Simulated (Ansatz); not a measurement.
## Kohn anomalies in Pd-Re stack of (111) layers

Aim: see how the phonons of Pd-Re stack of (111) layers along the first symmetry line respond to the electronic smearing. The first relaxation steps of the session are not shown, so no cell shown is the starting entry, unless a step says so.

Main program and level: Ansatz 0.2.0; DFT PBE, scalar-relativistic, plane waves, PAW; PAW set soft_1.

### Step 1. The cell after earlier relaxation steps

The cell holds 2 atoms: 1 Pd and 1 Re. Cell: a = 2.686 Å, b = 2.686 Å, c = 28.290 Å, α = 90.0°, β = 90.0°, γ = 120.0°. Vacuum lies along c.

### Step 2. Tight relaxation

Residual forces and stress shift phonon frequencies, so the cell is relaxed again, with tight thresholds and the mesh and smearing of this input. Earlier relaxation steps are not shown.

input.yaml

```yaml
crystal:
  lattice:
    - [2.6855168278, -2.8192e-06, 0.0]
    - [-1.3427559724, 2.3257272048, 0.0]
    - [0.0, 0.0, 28.290445346]
  atoms:
    - { symbol: Pd, position: [0.0, 0.0, 0.1948639649] }
    - { symbol: Re, position: [0.3333333333, 0.6666666667, 0.2733230798] }
  periodic: [true, true, false]
kpoints:
  mp_grid: { grid: [12, 12, 1] }
hamiltonian:
  xc: pbe
  pseudopotentials: { kind: paw, azcp: { folder: soft_1 } }
scf:
  occupations: { method: methfessel_paxton, width: 0.2 }
output:
  forces: true
  stress: true
  eigenvalues: true
  write_density: true
  write_potential: true
  elf: true
  volumetric_format: npy
relax:
  adjacent_minimum: "off"
  f_tol: 0.001
  max_steps: 60
  cell: { stress_2d_tol: 0.002 }
```

On the command line:

```sh
$ ansatz run input.yaml --threads 4 --pin off --max-ram 12288MiB --backend cpu --events-out ev --progress --plain --runs-dir out
```

Numbers of over 12 decimals in the logs are rounded to 6 here.

Log:

```text
[the first part of the log is left out]
  E_hartree    = 45671.714453
  E_xc         = -492.893342
  E_vxc        = -462.322755  (∫ρ·V_xc dr)
  E_paw        = -12515.723080  (= ΣΔE_a)
  E_vpaw       = -578.619730  (= ΣTr[D̂ρ^β])
  E_aug_tail   = 0.000279  (compensation charges beyond the density's cutoff)
  E_ewald      = 40896.639382
  E_smearing   = -0.004555  (= −TS)
  E_closure    = 0.000000  (closes the sum)
  Σ components = -17840.386738   (vs F -17840.386738, Δ=0.00e0)
--- Forces (eV/Å), atoms counted from 1 ---
  atom   1  Pd     0.00000000     0.00000000    -0.00001777
  atom   2  Re    -0.00000000     0.00000000     0.00001765
  max |Σ_I F_I| component: 1.23e-7 eV/Å
--- 2D stress c σ (N/m, compression-positive) ---
       -0.000129       0.000000      -0.000000
        0.000000      -0.000129      -0.000000
       -0.000000      -0.000000      -0.000000
  P = ½ c Tr σ = -0.0001 N/m
--- Band table (eV; the first three rows and the last of 19) ---
  k-point 0: bands = ["-89.4829", "-85.1748", "-55.2717", "-54.9721", "-54.9721", "-47.1788", "-46.3326", "-46.3326", "-13.1208", "-11.0211", "-8.2135", "-8.0231", "-8.0231", "-6.8830", "-6.8830", "-6.3481", "-5.7450", "-5.7450", "-4.4354", "-2.7366", "-2.7366"]
  k-point 1: bands = ["-89.4795", "-85.1679", "-55.2679", "-55.0000", "-54.9789", "-47.1681", "-46.4138", "-46.3513", "-12.8180", "-10.7877", "-8.2180", "-8.1090", "-7.8639", "-7.2862", "-6.8138", "-6.3049", "-5.8461", "-5.5916", "-4.6003", "-2.7984", "-2.2780"]
  k-point 2: bands = ["-89.4702", "-85.1489", "-55.2574", "-55.0760", "-54.9973", "-47.1386", "-46.6320", "-46.4020", "-12.0240", "-10.2107", "-8.4823", "-8.1887", "-7.7563", "-7.4174", "-6.7717", "-6.6811", "-6.0147", "-4.9665", "-4.4158", "-2.9629", "-1.3752"]
  k-point 18: bands = ["-89.4257", "-85.0574", "-55.2611", "-55.2588", "-55.2070", "-47.1402", "-47.1388", "-46.9959", "-9.6423", "-9.2034", "-8.9583", "-8.0686", "-8.0235", "-6.8357", "-6.7807", "-5.5283", "-5.2204", "-3.7781", "2.0453", "2.8684", "3.1379"]
--- Relaxed structure (4 steps of the walk, 4 accepted, 1 SCFs on fresh bases) ---
  F+E_penalty+E_count = -17840.38673836 eV   max|allowed force component| = 1.771e-5 eV/Å   (the final SCF, on the basis selected at the relaxed cell)
  cell:  # Å, volume = 176.6555 Å³
    - [2.685211, -2.8188791774815043e-6, 0]
    - [-1.342603, 2.325462, 0]
    - [0, 0, 28.290445346]
  atoms:
    - { symbol: Pd, position: [0, -2.775000530889421e-17, 0.194839] }
    - { symbol: Re, position: [0.333333, 0.666667, 0.273348] }
```

It took 11 s on 4 threads of Arm Neoverse V2, shared host; peak memory 0.47 GiB; 43 s of CPU time.

Little changed from the start: no atom moved by 0.005 Å and no cell edge by 0.1 %.

Numbers from this step:

* metallic on mesh: yes
* gap on the k-mesh: 0 eV

Electrostatic potential energy in the ca plane at fractional y = 0.667, with atoms of Re within 0.2 Å of it. With pseudopotentials it is smooth inside the atoms' cores, unlike the true potential.

Ten even steps from '0' (-59 eV) to '9' (1 eV), each cell a mean:
```
99999999999998545888878899999999999999999999
99999999999998545888878899999999999999999999
99999999999998767887545789999999999999999999
99999999999999888885100479999999999999999999
99999999999999999973000168999999999999999999
99999999999999999973000168999999999999999999
99999999999999888884000379999999999999999999
99999999999998767887534789999999999999999999
```
Columns run along c (16.0 Å, from fractional 0.00 to 0.57 of the cell; values clipped at the 3rd and 97th percentile), rows up along a (2.7 Å). Atoms in or near the plane, at fractional coordinates: Re at (0.27, 0.33).

ELF in the ca plane at fractional y = 0.667, with atoms of Re within 0.2 Å of it. It is the smooth field of the valence electrons, not physical close to the nuclei.

Ten even steps from '0' (0.00) to '9' (0.69), each cell a mean:
```
00000000000123555334445565421000000000000000
00000000000123555334445565421000000000000000
00000000000123444333465334310000000000000000
00000000001123333344899532210000000000000000
00000000001123333447979942210000000000000000
00000000001123333447979942210000000000000000
00000000001123333445899632210000000000000000
00000000000123443333465333310000000000000000
```
Columns run along c (16.0 Å, from fractional 0.00 to 0.57 of the cell), rows up along a (2.7 Å). Atoms in or near the plane, at fractional coordinates: Re at (0.27, 0.33).

Valence density in the ca plane at fractional y = 0.667, with atoms of Re within 0.2 Å of it. It is the smooth field of the valence electrons, not physical close to the nuclei.

Ten steps, logarithmic in the rise over the least value, from '0' (0.0 e/Å³) to '9' (6.9 e/Å³), each cell a mean:
```
00000000000124676433444321000000000000000000
00000000000124676433444321000000000000000000
00000000000123565434566431000000000000000000
00000000000113344346898632000000000000000000
00000000000012333347999842100000000000000000
00000000000012333347999842100000000000000000
00000000000113344346898642000000000000000000
00000000000123565434676431000000000000000000
```
Columns run along c (16.0 Å, from fractional 0.00 to 0.57 of the cell), rows up along a (2.7 Å). Atoms in or near the plane, at fractional coordinates: Re at (0.27, 0.33).

### Step 3. Phonons along a line: Fermi–Dirac smearing of 0.1 eV

The smearing blurs the Fermi surface that screens the phonons; a Fermi–Dirac width is an electronic temperature.

input.yaml

```yaml
crystal:
  lattice:
    - [2.6852105685, -2.8189e-06, 0.0]
    - [-1.342602843, 2.3254619763, 0.0]
    - [0.0, 0.0, 28.290445346]
  atoms:
    - { symbol: Pd, position: [0.0, 0.0, 0.194839217] }
    - { symbol: Re, position: [0.3333333333, 0.6666666667, 0.2733478277] }
  periodic: [true, true, false]
kpoints:
  mp_grid: { grid: [24, 24, 1] }
hamiltonian:
  xc: pbe
  pseudopotentials: { kind: paw, azcp: { folder: soft_1 } }
scf:
  occupations: { method: fermi_dirac, width: 0.1 }
output:
  eigenvalues: true
phonons:
  method: dfpt
  qpoints:
    - [0, 0, 0]
    - [0.041666667, 0.0, 0.0]
    - [0.125, 0.0, 0.0]
    - [0.208333333, 0.0, 0.0]
    - [0.291666667, 0.0, 0.0]
    - [0.375, 0.0, 0.0]
    - [0.458333333, 0.0, 0.0]
```

Log:

```text
The run solves and reports these wavevectors of phonons.qpoints, in the list's order, at another value: [0.041666667, 0.0, 0.0] as [0.041667, 0.0, 0.0], [0.208333333, 0.0, 0.0] as [0.208333, 0.0, 0.0], [0.291666667, 0.0, 0.0] as [0.291667, 0.0, 0.0], [0.458333333, 0.0, 0.0] as [0.458333, 0.0, 0.0].
[...]
Crystal: 2 atoms, lattice volume = 176.655 Å³
Basis set: ecut = 420 eV, 3509 PW (Γ), exchange–correlation on 36×36×384 points (8 copies of the dense FFT grid, shifted against one another)
Bands: 21, of which v1, the nominal top of the filled ones, is band 17 counted from 1 (16 counted from 0)
Symmetry: 6 space group operations
k-points: 61 of 576 (time reversal used)
[...]
SCF iter   1: F=—  HF=-17847.026320 eV  |F-HF|=—  |Δ(HF+E_count)|=         —  Δρ=1.45e-1  dr2=2.01e2  ethr=3.10e-3  ⟨swp⟩=14.9  Hψ=24955  notcnv=0  defer=58
automatic band count: the SCF goes on with 25 bands, as 21 were too few: they end inside the smearing window of the response
[...]
SCF iter   2: F=—  HF=-17842.862495 eV  |F-HF|=—  |Δ(HF+E_count)|=    4.16e0  Δρ=6.87e-2  dr2=9.88e0  ethr=3.10e-3  ⟨swp⟩=5.0  Hψ=5395  notcnv=0  defer=79
[...]
SCF iter  13: F=-17840.444905 eV  HF=-17840.444905 eV  |F-HF|=3.20e-10  |Δ(HF+E_count)|=   2.30e-9  Δρ=3.15e-8  dr2=2.15e-12  ethr=1.00e-12  ⟨swp⟩=27.0  Hψ=15337  notcnv=0
SCF 1 converged in 13 iterations: F = -17840.444905 eV  dr2 = 2.15e-12
[...]
NSCF: frozen V_eff on 61 k-points
[...]
DFPT response loops at q = (0, 0, 0) (fractional): preconditioner auto → none (partly filled bands, converged f_vac=0.768); β = 0.50; Broyden in place of MSR1
[...]
SCF converged after 13 iterations
Free energy (F): -17840.444905 eV
[...]
Internal energy: -17840.377404 eV  (E = F + TS)
E sigma→0 (E₀):  -17840.411155 eV
Entropy (-TS):   -0.067501 eV (-33.751 meV/atom)
Fermi energy:    -4.910917 eV
[...]
--- Band table (eV; the first three rows and the last of 61) ---
  k-point 0: bands = [... 13 lower, -6.9241, -6.9241, -6.3677, -5.7814, -5.7814, -4.4562, -2.7512, -2.7512, ... 4 higher]
  k-point 1: bands = [... 13 lower, -7.0548, -6.9038, -6.3186, -5.8156, -5.7460, -4.5216, -2.7671, -2.6201, ... 4 higher]
  k-point 2: bands = [... 13 lower, -7.3267, -6.8589, -6.3275, -5.8780, -5.6238, -4.6213, -2.8134, -2.2954 (-2.2954°), ... 4 higher]
  k-point 60: bands = [... 13 lower, -6.8544, -6.8031, -5.5628, -5.2577, -3.8009, 2.0110, 2.8221, 3.0994, ... 4 higher]
  ° read free of the cell's end (the report's vacuum.weakly_bound_levels)
--- Phonons (Γ-DFPT): 4 representative perturbations + reference (Σ response iterations 22) ---
  ASR residual: 2.322e-3 → 0.000e0 eV/Å²; symmetrization residual: 6.058e-6 eV/Å²
  ASR residual per site (eV/Å²): 4.68e-4 2.32e-3
  Γ frequencies (cm⁻¹): 0.00 0.00 0.00 83.04 83.04 179.68
  non-analytic LO–TO correction: not included (Born effective charges unavailable; polar crystals: no LO–TO splitting at Γ)
--- Phonons (arbitrary-q DFPT): 7 explicit q-points ---
  q = [0, 0, 0] (of the zone-centre solve; hermiticity 1.51e-6, symmetrization 3.74e-7): -0.00 0.00 0.00 83.04 83.04 179.68
  q = [0.041667, 0, 0] (4 solved perturbations in 1752 linear systems a pass and spin channel, the states on 576 of 576 k-point pairs; hermiticity 1.09e-6, symmetrization 2.57e-9): 3.44 16.49 31.01 84.64 88.45 179.11
[...]
sum rule: each row above includes the acoustic sum rule's correction from the zone centre's row sums; it moved no ω² by more than (1.84 cm⁻¹)²
```

Wall time 18 min (4 threads); peak memory 4.1 GiB.

The column dr2 measures how far the density is from self-consistency, as an energy; F and HF (Harris–Foulkes) agree once it is small.

Each wavevector solved by linear response. The frequency by |q| along the line:

| \|q\| along the line (Å⁻¹) | mode 1 (cm⁻¹) | mode 2 (cm⁻¹) | mode 3 (cm⁻¹) | mode 4 (cm⁻¹) | mode 5 (cm⁻¹) | mode 6 (cm⁻¹) |
| --- | --- | --- | --- | --- | --- | --- |
| 0.000 | 0 | 0 | 0 | 83.0 | 83.0 | 180 |
| 0.113 | 3.44 | 16.5 | 31.0 | 84.6 | 88.5 | 179 |
| 0.338 | 22.2 | 45.3 | 84.7 | 94.8 | 119 | 176 |
| 0.563 | 42.7 | 65.3 | 110 | 116 | 153 | 179 |
| 0.788 | 62.5 | 77.3 | 126 | 126 | 166 | 204 |
| 1.013 | 62.5 | 75.6 | 136 | 139 | 173 | 230 |
| 1.238 | -43.8 | 81.5 | 140 | 147 | 180 | 246 |

### Step 4. Wavevectors along a line: Fermi–Dirac smearing of 0.25 eV

Each wavevector is solved by itself, so no interpolation smooths a dip of the branch.

input.yaml: that of step 3 with these lines changed.

```diff
@@ -15,3 +15,3 @@
 scf:
-  occupations: { method: fermi_dirac, width: 0.1 }
+  occupations: { method: fermi_dirac, width: 0.25 }
 output:
```

Wider smearing eases the sum over k-points of a metal but moves the result away from its zero-temperature value.

Log:

```text
band count auto-derived: 23 (N_el = 33.0; filled up to band 17; 21 by the electrons, moments and atoms)
[...]
Crystal: 2 atoms, lattice volume = 176.655 Å³
Basis set: ecut = 420 eV, 3509 PW (Γ), exchange–correlation on 36×36×384 points (8 copies of the dense FFT grid, shifted against one another)
Bands: 23, of which v1, the nominal top of the filled ones, is band 17 counted from 1 (16 counted from 0)
[... 1 set-up line as in the run before ...]
k-points: 61 of 576 (time reversal used)
[...]
SCF iter   1: F=—  HF=-17847.284048 eV  |F-HF|=—  |Δ(HF+E_count)|=         —  Δρ=1.45e-1  dr2=2.01e2  ethr=3.10e-3  ⟨swp⟩=13.0  Hψ=11943  notcnv=0
[...]
SCF iter  13: F=-17840.625995 eV  HF=-17840.625995 eV  |F-HF|=3.93e-10  |Δ(HF+E_count)|=   3.43e-9  Δρ=4.03e-8  dr2=3.81e-12  ethr=1.00e-12  ⟨swp⟩=21.1  Hψ=13405  notcnv=0
SCF 1 converged in 13 iterations: F = -17840.625995 eV  dr2 = 3.81e-12
[...]
SCF converged after 13 iterations
Free energy (F): -17840.625995 eV
[...]
Internal energy: -17840.189624 eV  (E = F + TS)
E sigma→0 (E₀):  -17840.407810 eV
Entropy (-TS):   -0.436370 eV (-218.185 meV/atom)
Fermi energy:    -5.029341 eV
[...]
--- Band table (eV; the first three rows and the last of 61) ---
  k-point 0: bands = [... 13 lower, -7.0467, -7.0467, -6.4419, -5.8943, -5.8943, -4.5271, -2.8325, -2.8325, ... 2 higher]
  k-point 1: bands = [... 13 lower, -7.1744, -7.0281, -6.3966, -5.9270, -5.8571, -4.5935, -2.8485, -2.7007, ... 2 higher]
  k-point 2: bands = [... 13 lower, -7.4448, -6.9875, -6.4137, -5.9803, -5.7302, -4.6963, -2.8952, -2.3743, ... 2 higher]
  k-point 60: bands = [... 13 lower, -6.9414, -6.8940, -5.6728, -5.3791, -3.8915, 1.9060, 2.7131, 3.0015, ... 2 higher]
[...]
ASR residual: 9.504e-4 → 0.000e0 eV/Å²; symmetrization residual: 1.579e-5 eV/Å²
  ASR residual per site (eV/Å²): 2.11e-4 9.50e-4
  Γ frequencies (cm⁻¹): 0.00 0.00 0.00 83.72 83.72 178.25
[...]
--- Phonons (arbitrary-q DFPT): 7 explicit q-points ---
[...]
```

It took 19 min on 4 threads; peak memory 4 GiB; 73 min of CPU time.

Each wavevector solved by linear response. Table of frequency by |q| along the line:

| \|q\| along the line (Å⁻¹) | mode 1 (cm⁻¹) | mode 2 (cm⁻¹) | mode 3 (cm⁻¹) | mode 4 (cm⁻¹) | mode 5 (cm⁻¹) | mode 6 (cm⁻¹) |
| --- | --- | --- | --- | --- | --- | --- |
| 0.000 | 0 | 0 | 0 | 83.7 | 83.7 | 178 |
| 0.113 | 2.82 | 15.8 | 30.4 | 85.2 | 89.0 | 178 |
| 0.338 | 21.6 | 43.6 | 83.5 | 95.1 | 119 | 176 |
| 0.563 | 41.8 | 63.4 | 110 | 116 | 154 | 179 |
| 0.788 | 60.1 | 73.7 | 126 | 129 | 167 | 203 |
| 1.013 | 65.9 | 73.1 | 136 | 139 | 173 | 230 |
| 1.238 | 31.2 | 78.6 | 138 | 147 | 179 | 244 |

Against step 3 (now smearing width 0.25 eV), the free energy moves by -90.5 meV an atom.

### Step 5. Smearing and the soft branch

Lowest frequency against |q| along the line:

| \|q\| along the line (Å⁻¹) | fermi dirac 0.1 eV, k 24x24x1 (cm⁻¹) | fermi dirac 0.25 eV, k 24x24x1 (cm⁻¹) |
| --- | --- | --- |
| 0.000 | 0 | 0 |
| 0.113 | 3.44 | 2.82 |
| 0.338 | 22.2 | 21.6 |
| 0.563 | 42.7 | 41.8 |
| 0.788 | 62.5 | 60.1 |
| 1.013 | 62.5 | 65.9 |
| 1.238 | -43.8 | 31.2 |

### Step 6. Results

| Quantity | Value |
| --- | --- |
| phonon run of the rows without a label of their own | PBE, k 24×24×1 |
| lowest branch at the last solved point, Fermi–Dirac 0.1 eV | -43.8 cm⁻¹ at \|q\| = 1.24 Å⁻¹ |
| lowest branch at the last solved point, Fermi–Dirac 0.25 eV | 31.2 cm⁻¹ at \|q\| = 1.24 Å⁻¹ |

A branch softens as the smearing narrows, the mark of a Kohn anomaly. The line holds 7 wavevectors, so a narrow dip between them would be missed. Between Fermi–Dirac 0.25 eV and Fermi–Dirac 0.1 eV the largest change, with modes counted by rank of frequency, is in mode 1 at |q| = 1.24 Å⁻¹, from 31.2 to -43.8 cm⁻¹, a softening that marks strong screening by the Fermi surface at that wavevector. Where branches cross, a count by rank can hide a softening. The wide smearing hides an instability that the narrow one shows, as in charge-density-wave metals above and below their transition. At the narrowest width the k mesh may not resolve the Fermi surface, so part of the change can be mesh noise. Spin–orbit coupling, left out here, matters for Re. The structure was built by hand as an ordered model, and its stability against other phases was not tested.

[Logs are printed without paths, hosts, clocks, repeated set-up lines and the standing remarks that a program may print on its own settings, such as how far it seeks lower states.]

[Hosts, paths, dates, database ids (printed as entryN), source tags and the programs' standing remarks are cut or masked in the printed files.]
